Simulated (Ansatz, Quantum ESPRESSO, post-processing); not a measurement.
# Al chain with one H atom in line: ballistic transmission, part 4 of 4

How well does the junction conduct in the ballistic limit? It is: Al chain with one H atom in line.

Quantum ESPRESSO 7.5; plane-wave DFT, PBE, GBRV ultrasoft pseudopotentials; cross-check by Ansatz 0.2.0 with PAW datasets.

So far. Step 2 (Self-consistent run): The run needed 25 iterations to bring the estimated error under 1e-07 Ry; the largest force on any atom, held or free, is 3.31 eV/Å. Step 3 (Transmission with pwcond.x): At no point does T exceed the number of channels.

## Step 5: The same in Ansatz

A second code with its own PAW datasets, on the same atoms.

Level of this step: plane-wave DFT, PBE, Ansatz PAW (Ansatz 0.2.0).

The input, input.yaml:

```yaml
crystal:
  lattice:
    - [7.5, 0.0, 0.0]
    - [0.0, 7.5, 0.0]
    - [0.0, 0.0, 29.2138]
  atoms:
    - { symbol: Al, position: [0.5, 0.5, 0.0] }
    - { symbol: Al, position: [0.5, 0.5, 0.0821529551] }
    - { symbol: Al, position: [0.5, 0.5, 0.1643059102] }
    - { symbol: Al, position: [0.5, 0.5, 0.2464588653] }
    - { symbol: Al, position: [0.5, 0.5, 0.3286118204] }
    - { symbol: Al, position: [0.5, 0.5, 0.4107647756] }
    - { symbol: H, position: [0.5, 0.5, 0.4589235224] }
    - { symbol: Al, position: [0.5, 0.5, 0.5070822693] }
    - { symbol: Al, position: [0.5, 0.5, 0.5892352244] }
    - { symbol: Al, position: [0.5, 0.5, 0.6713881796] }
    - { symbol: Al, position: [0.5, 0.5, 0.7535411347] }
    - { symbol: Al, position: [0.5, 0.5, 0.8356940898] }
    - { symbol: Al, position: [0.5, 0.5, 0.9178470449] }
kpoints:
  mp_grid: { grid: [1, 1, 4] }
hamiltonian:
  xc: pbe
scf:
  occupations: { method: fermi_dirac, width: 0.1 }
  convergence: { dr2_threshold: 1.0e-08 }
output:
  transmission:
    leads: [[0, 1]]
    e_range: [-2.0, 2.0]
    de: 0.05
    kmesh: [1, 1]
    reduced_basis: true
  write_potential: true
  write_density: true
  volumetric_format: npy
  elf: true
```

Started as:

```
$ ansatz run input.yaml --threads 2 --pin off --max-ram 4096MiB --backend cpu --events-out ev --progress --plain --runs-dir out
```

Numbers of over 12 decimals in the logs are rounded to 6 here.

Log:

```text
Engine: ansatz 0.2.0, aarch64-unknown-linux-gnu
Pseudopotentials: kind: paw
Pseudopotential: Al, paw, valence charge 3, recommended cutoff 420 eV (normal), Al.paw.azcp
Pseudopotential: H, paw, valence charge 1, recommended cutoff 420 eV (normal), H.paw.azcp
Functional definition: PBE
  parameter kappa = 0.804
  parameter beta = 0.066725
  exchange = pbe_x(kappa = kappa, mu = beta*pi^2/3)
  correlation = pbe_c(beta = beta)
Crystal: 13 atoms, lattice volume = 1643.276 Å³
Basis set: ecut = 420 eV, 32185 PW (Γ)
Bands: 32, of which v1, the nominal top of the filled ones, is band 19 counted from 1 (18 counted from 0)
Symmetry: 16 space group operations
Space group: P4/mmm (ITA 123), of the structure as read, at distance tolerance 1.2e-4 Å
k-points: 3 of 4
Non-local potential: Al, projectors of the file, l = 0: 2, l = 1: 2, l = 2: 1
Non-local potential: H, projectors of the file, l = 0: 2, l = 1: 1
PAW form: soft (Blöchl's): semilocal exchange-correlation on the pseudo side does not see the compensation charge
PAW one-centre angular grid: Al, 110 points (default); XC on 64 Gauss nodes
PAW one-centre angular grid: H, 110 points (default); XC on 64 Gauss nodes
Initial density: superposition of atomic densities (neutral atoms: chi_scale 0, normalization atom), corrected by the library's trained network
Initial wavefunctions: pseudopotential atomic-orbital guess
Functional: x = pbe(κ = 0.804, μ = 0.219515), c = pbe(β = 0.066725)
SCF iter   1: F=—  HF=-6440.340963 eV  |F-HF|=—  |Δ(HF+E_count)|=         —  Δρ=3.01e-3  dr2=1.22e0  ethr=1.77e-3  ⟨swp⟩=11.7  Hψ=606  notcnv=0
preconditioner: auto → LDOS  [metal: Δε(μ)=0.120 eV  Ē_g=4.054 eV  σ=0.100 eV  W_gap=0.29  n_scr=84 (ndim 8)  ℏωp=5.4 eV  f_vac=0.447  D(μ)=16.46/eV (n_scr^D=68)  β→1.0]
SCF iter   2: F=—  HF=-6440.324249 eV  |F-HF|=—  |Δ(HF+E_count)|=   1.67e-2  Δρ=7.05e-4  dr2=7.39e-2  ethr=1.77e-3  ⟨swp⟩=2.3  Hψ=129  notcnv=0
SCF iter   3: F=—  HF=-6440.328593 eV  |F-HF|=—  |Δ(HF+E_count)|=   4.34e-3  Δρ=3.58e-4  dr2=1.82e-2  ethr=2.00e-4  ⟨swp⟩=1.0  Hψ=96  notcnv=0
SCF iter   4: F=—  HF=-6440.327371 eV  |F-HF|=—  |Δ(HF+E_count)|=   1.22e-3  Δρ=9.68e-5  dr2=6.44e-4  ethr=4.91e-5  ⟨swp⟩=1.3  Hψ=97  notcnv=0
SCF iter   5: F=—  HF=-6440.327434 eV  |F-HF|=—  |Δ(HF+E_count)|=   6.35e-5  Δρ=4.00e-5  dr2=1.55e-4  ethr=1.74e-6  ⟨swp⟩=2.0  Hψ=135  notcnv=0
SCF iter   6: F=—  HF=-6440.327437 eV  |F-HF|=—  |Δ(HF+E_count)|=   3.46e-6  Δρ=1.01e-5  dr2=1.10e-5  ethr=4.19e-7  ⟨swp⟩=2.0  Hψ=163  notcnv=0
SCF iter   7: F=—  HF=-6440.327436 eV  |F-HF|=—  |Δ(HF+E_count)|=   9.83e-7  Δρ=2.71e-6  dr2=9.63e-7  ethr=2.97e-8  ⟨swp⟩=1.0  Hψ=96  notcnv=0
SCF iter   8: F=—  HF=-6440.327326 eV  |F-HF|=—  |Δ(HF+E_count)|=   1.11e-4  Δρ=7.99e-7  dr2=4.42e-8  ethr=2.60e-9  ⟨swp⟩=1.3  Hψ=119  notcnv=0
SCF iter   9: F=-6440.327326 eV  HF=-6440.327326 eV  |F-HF|=1.83e-9  |Δ(HF+E_count)|=   3.93e-9  Δρ=2.50e-7  dr2=3.56e-9  ethr=2.70e-11  ⟨swp⟩=16.3  Hψ=320  notcnv=0
SCF 1 converged in 9 iterations: F = -6440.327326 eV  dr2 = 3.56e-9
  greatest PAW one-centre occupation: 0.485 electrons in one spin orbital (limit 2), on the Al atom at site 12 (counted from 0), in its partial waves of l = 0
transmission: 36 of 216 steps passed
transmission: 72 of 216 steps passed
[...]
transmission: 216 of 216 steps passed
WARN: The output density's exchange-correlation potential varies sharply where the density is thin. Do not read a vacuum level from v_tot or v_xc, or from such a field of the output density. On a cell that repeats whose density bears no net charge and no dipole along the vacuum's axis use v_es (v_loc + v_h of the components); under efield.dipole_correction with no amplitude use v_es + v_field, which holds any externa [...]
SCF converged after 9 iterations
Free energy (F): -6440.327326 eV
Harris-Foulkes:  -6440.327326 eV  (|F-HF|=1.83e-9)
Internal energy: -6439.781976 eV  (E = F + TS)
E sigma→0 (E₀):  -6440.054651 eV
Entropy (-TS):   -0.545349 eV (-41.950 meV/atom)
Fermi energy:    -2.502415 eV
--- Per-component energies (eV) ---
  E_band       = -215.870861
  E_kinetic    = 249.287714
  E_local      = -955.696454  (includes V_loc(G=0)·N_el)
  E_nonlocal   = 136.027143
  E_hartree    = 356.663861
  E_xc         = -451.579493
  E_vxc        = -312.328911  (∫ρ·V_xc dr)
  E_paw        = -5610.423905  (= ΣΔE_a)
  E_vpaw       = -46.486717  (= ΣTr[D̂ρ^β])
  E_aug_tail   = -0.001582  (compensation charges beyond the density's cutoff)
  E_ewald      = -164.059260
  E_smearing   = -0.545349  (= −TS)
  E_closure    = -0.000000  (closes the sum)
  Σ components = -6440.327326   (vs F -6440.327326, Δ=0.00e0)
--- Band table (eV) ---
  k-point 0: bands = [... 15 lower, -2.7961, -2.7813, -2.7813, -2.3035, -2.3035, -2.2971, -2.2971, -2.1524, ... 9 higher]
  k-point 1: bands = [... 15 lower, -2.8559, -2.6979, -2.6979, -2.4535, -2.4535, -2.1266, -2.1266, -2.0745, ... 9 higher]
  k-point 2: bands = [... 15 lower, -2.8860, -2.5879, -2.5879, -2.5845, -2.5845, -1.9629, -1.9437, -1.9437, ... 9 higher]
--- Transmission ---
  basis      : 497 plane waves across, 36 finite elements along
  points     : 1, standing for a mesh of 1 x 1
  energies   : 81 from -2.000000 to 2.000000 eV about the Fermi level, 0.050000 eV apart; the leads are filled to 0.000000 eV, and channels, transmission and decay are at 0.000000 eV
  crystal 0  : Al1, at the sites [0, 1], period 2.4000 Å, over 28.80 Å; its Hamiltonian steps by up to 4.0 meV
    offset         : up to 0.0000 Å between an atom of the period and one for which it stands
    channels       : 2.000000e0 a spin
    conductance    : none, the energies end too early or step too widely for 300 K: set another output.transmission.e_range or a lower de, or, where they end at an eighth of basis.ecutwfc, a higher one
  junction   : crystal 0 to crystal 0, -0.50 to 26.31 Å
    transmission   : 1.999942e0 a spin
    error estimate : 7.822771e-5 a spin from the reduction of the transverse basis, at the most 2.204474e-4 at -0.350000 eV
    conductance    : none, the energies end too early or step too widely for 300 K: set another output.transmission.e_range or a lower de, or, where they end at an eighth of basis.ecutwfc, a higher one
```

Run time: 39 s. Hardware: 2 threads of Arm Neoverse V2, shared host; peak memory 1.3 GiB; 74 s of CPU time.

Read from the output:

| Property | Result |
| --- | --- |
| free energy | -6440.3273 eV |
| energy at zero smearing | -6440.0547 eV |
| smearing term TS | 0.5453 eV |
| Fermi energy | -2.502 eV |
| symmetry operations | 16 |
| step of the lead's Hamiltonian over a period | 4 meV |

Per spin. The transmission by energy, zero at the Fermi level:

| energy (eV) | transmission |
| --- | --- |
| -2.00 | 0.160 |
| -1.90 | 0.141 |
| -1.80 | 0.121 |
| -1.70 | 0.100 |
| -1.55 | 0.0658 |
| -1.45 | 0.0406 |
| -1.35 | 0.0131 |
| -1.25 | 0 |
| -1.15 | 0 |
| -1.05 | 0 |
| -0.90 | 0 |
| -0.80 | 0 |
| -0.70 | 0 |
| -0.60 | 0 |
| -0.50 | 0 |
| -0.40 | 0.850 |
| -0.25 | 1.98 |
| -0.15 | 2.00 |
| -0.05 | 2.00 |
| 0.00 | 2.00 |
| 0.05 | 2.00 |
| 0.15 | 2.00 |
| 0.25 | 2.00 |
| 0.40 | 1.99 |
| 0.50 | 1.99 |
| 0.60 | 1.98 |
| 0.70 | 1.98 |
| 0.80 | 1.97 |
| 0.90 | 2.59 |
| 1.05 | 2.96 |
| 1.15 | 2.94 |
| 1.25 | 2.88 |
| 1.35 | 2.81 |
| 1.45 | 2.73 |
| 1.55 | 2.65 |
| 1.70 | 2.53 |
| 1.80 | 2.44 |
| 1.90 | 2.35 |
| 2.00 | 2.25 |

Per spin. The open channels by energy, zero at the Fermi level:

| energy (eV) | open channels |
| --- | --- |
| -2.00 | 1 |
| -1.90 | 1 |
| -1.80 | 1 |
| -1.70 | 1 |
| -1.55 | 1 |
| -1.45 | 1 |
| -1.35 | 1 |
| -1.25 | 0 |
| -1.15 | 0 |
| -1.05 | 0 |
| -0.90 | 0 |
| -0.80 | 0 |
| -0.70 | 0 |
| -0.60 | 0 |
| -0.50 | 0 |
| -0.40 | 2 |
| -0.25 | 2 |
| -0.15 | 2 |
| -0.05 | 2 |
| 0.00 | 2 |
| 0.05 | 2 |
| 0.15 | 2 |
| 0.25 | 2 |
| 0.40 | 2 |
| 0.50 | 2 |
| 0.60 | 2 |
| 0.70 | 2 |
| 0.80 | 2 |
| 0.90 | 3 |
| 1.05 | 3 |
| 1.15 | 3 |
| 1.25 | 3 |
| 1.35 | 3 |
| 1.45 | 3 |
| 1.55 | 3 |
| 1.70 | 3 |
| 1.80 | 3 |
| 1.90 | 3 |
| 2.00 | 3 |

ELF in the ca plane at fractional y = 0.500, with atoms of Al and H within 0.2 Å of it. It is the smooth field of the valence electrons, not physical close to the nuclei.

Values in units of 1e-1, 11 rows by 16 columns, each cell a mean:
```
0.1 0.1 0.1 0.1 0.1 0.1 0.2 0.2 0.1 0.1 0.2 0.1 0.1 0.1 0.1 0.1
1.4 1.7 1.4 1.5 1.7 1.4 2.3 2.4 1.1 1.3 2.6 2.0 1.4 1.8 1.4 1.5
4.0 4.8 4.2 4.4 4.9 4.2 5.7 5.5 2.6 3.1 6.0 5.2 4.2 5.0 4.2 4.4
6.4 7.7 6.6 7.2 7.5 6.5 8.1 6.9 4.0 4.3 7.7 7.7 6.4 7.7 6.8 7.0
3.6 8.9 4.0 7.4 6.6 4.6 8.5 3.0 7.5 5.9 4.3 8.6 3.4 8.0 5.8 5.5
3.2 9.0 3.5 6.3 5.4 4.0 7.8 2.3 8.7 6.5 3.0 8.4 3.0 7.0 4.9 4.7
5.0 8.8 5.3 7.7 7.3 5.6 8.6 4.7 6.5 5.5 5.8 8.6 4.9 8.3 6.6 6.4
5.9 7.0 6.1 6.5 6.9 6.0 7.5 6.8 3.4 4.0 7.4 7.2 6.0 7.1 6.2 6.4
3.2 3.8 3.3 3.5 3.9 3.3 4.8 4.7 2.2 2.7 5.1 4.3 3.3 4.0 3.3 3.5
0.8 1.0 0.9 0.9 1.0 0.9 1.4 1.5 0.6 0.8 1.7 1.2 0.8 1.1 0.9 0.9
0.0 0.0 0.0 0.0 0.0 0.0 0.0 0.0 0.0 0.0 0.0 0.0 0.0 0.0 0.0 0.0
```
Columns run along c (16.0 Å, from fractional 0.16 to 0.71 of the cell), rows up along a (7.5 Å). Atoms in or near the plane, at fractional coordinates: Al at (0.16, 0.50), Al at (0.25, 0.50), Al at (0.33, 0.50), Al at (0.41, 0.50), H at (0.46, 0.50), Al at (0.51, 0.50), Al at (0.59, 0.50), Al at (0.67, 0.50).

Valence density in the ca plane at fractional y = 0.500, with atoms of Al and H within 0.2 Å of it. It is the smooth field of the valence electrons, not physical close to the nuclei.

Ten steps, logarithmic in the rise over the least value, from '0' (0.0 e/Å³) to '9' (1.9 e/Å³), each cell a mean:
```
00000000000000000000000000000000000000000000
00000000000000000000000000000000000000000000
00000000000000000000000000000000000000000000
00000000000000000000000000000000000000000000
11111111111111111111111111111111111111111111
22222222222222222222222222222222222222222222
33333433333444333444433333334443333443333344
44555544455554445555444555444555544455554445
34566543456654355654345777543456543456654345
33566533456653346654346898633466643356653345
33566543456653346654346897633466543356654345
44555544455554455555445666544555544455554445
44444444444444444444444444444444444444444444
33333333333333333333332222233333333333333333
22222222222222222222221111122222222222222222
11111111111111111111110000011111111111111111
00000000000000000000000000000000000000000000
00000000000000000000000000000000000000000000
00000000000000000000000000000000000000000000
00000000000000000000000000000000000000000000
```
Columns run along c (16.0 Å, from fractional 0.16 to 0.71 of the cell), rows up along a (7.5 Å). Atoms in or near the plane, at fractional coordinates: Al at (0.16, 0.50), Al at (0.25, 0.50), Al at (0.33, 0.50), Al at (0.41, 0.50), H at (0.46, 0.50), Al at (0.51, 0.50), Al at (0.59, 0.50), Al at (0.67, 0.50).

Ansatz finds T = 2.00 against pwcond's 2.00.

## Step 6: All levels side by side

All levels:

| step | T at the Fermi level (per spin) | conductance (G0) | r.m.s. T(E) from the first | CPU time of the step (s) | peak memory (GiB) |
| --- | --- | --- | --- | --- | --- |
| Ansatz | 2 | - | 0 | 74.42 | 1.323 |
| pwcond | 2 | 2 | 0.1354 | 272.8 | 0.3 |
| pwcond, changed setting | 2 | 2 | 0.148 | 151.4 | 0.3 |

Per spin. The transmission by energy, zero at the Fermi level:

| energy (eV) | Ansatz | pwcond | pwcond, changed setting |
| --- | --- | --- | --- |
| -2.00 | 0.160 | 0.158 | 0.159 |
| -1.90 | 0.141 | 0.140 | 0.141 |
| -1.70 | 0.100 | 0.101 | 0.102 |
| -1.60 | 0.0777 | 0.0786 | 0.0801 |
| -1.40 | 0.0272 | 0.0278 | 0.0304 |
| -1.30 | 0 | 0 | 0.00144 |
| -1.20 | 0 | 0 | 0 |
| -1.00 | 0 | 0 | 0 |
| -0.90 | 0 | 0 | 0 |
| -0.80 | 0 | 0 | 0 |
| -0.60 | 0 | 0 | 0 |
| -0.50 | 0 | 0 | 0 |
| -0.30 | 1.94 | 1.89 | 1.88 |
| -0.20 | 1.99 | 1.99 | 1.99 |
| -0.10 | 2.00 | 2.00 | 2.00 |
| 0.00 | 2.00 | 2.00 | 2.00 |
| 0.10 | 2.00 | 2.00 | 2.00 |
| 0.20 | 2.00 | 2.00 | 2.00 |
| 0.30 | 2.00 | 2.00 | 2.00 |
| 0.50 | 1.99 | 1.99 | 1.99 |
| 0.60 | 1.98 | 1.98 | 1.98 |
| 0.80 | 1.97 | 1.97 | 1.97 |
| 0.90 | 2.59 | 2.47 | 2.20 |
| 1.00 | 2.93 | 2.90 | 2.86 |
| 1.10 | 2.96 | 2.97 | 2.97 |
| 1.20 | 2.91 | 2.92 | 2.93 |
| 1.30 | 2.85 | 2.86 | 2.87 |
| 1.40 | 2.77 | 2.79 | 2.80 |
| 1.60 | 2.61 | 2.64 | 2.65 |
| 1.70 | 2.53 | 2.56 | 2.57 |
| 1.90 | 2.35 | 2.39 | 2.39 |
| 2.00 | 2.25 | 2.30 | 2.30 |

## Step 7: The arithmetic

G = 2 × 77.48 µS = 155 µS a cell, a resistance of 6.45 kΩ.

## Step 8: Outcome

| Property | Result |
| --- | --- |
| conductance from T at the Fermi level, a cell (G₀ = 2e²/h) | 2.00 G₀ |
| lead channels per spin | 2.00 |
| the same conductance by Ansatz | 2.00 G₀ |

**Reading.** The junction conducts 2.00 G₀ a cell at the Fermi level (PBE, GBRV ultrasoft). At the Fermi level the junction passes 100 % of what the leads offer, nearly all. At the Fermi level pwcond and Ansatz differ by 0.0016 %, a close match. Over -2 to 2 eV, T lies between 0 and 3.0 per spin. The geometry is as built, not relaxed, and the leads are short.

[Logs are printed without paths, hosts, clocks, repeated set-up lines and the standing remarks that a program may print on its own settings, such as how far it seeks lower states.]

[Hosts, paths, dates, database ids (printed as entryN), source tags and the programs' standing remarks are cut or masked in the printed files.]

[Maps of the electrostatic potential energy from Ansatz leave out the sawtooth potential of an applied field or a dipole correction, so their vacuum need not be flat; planar profiles and work functions include it.]
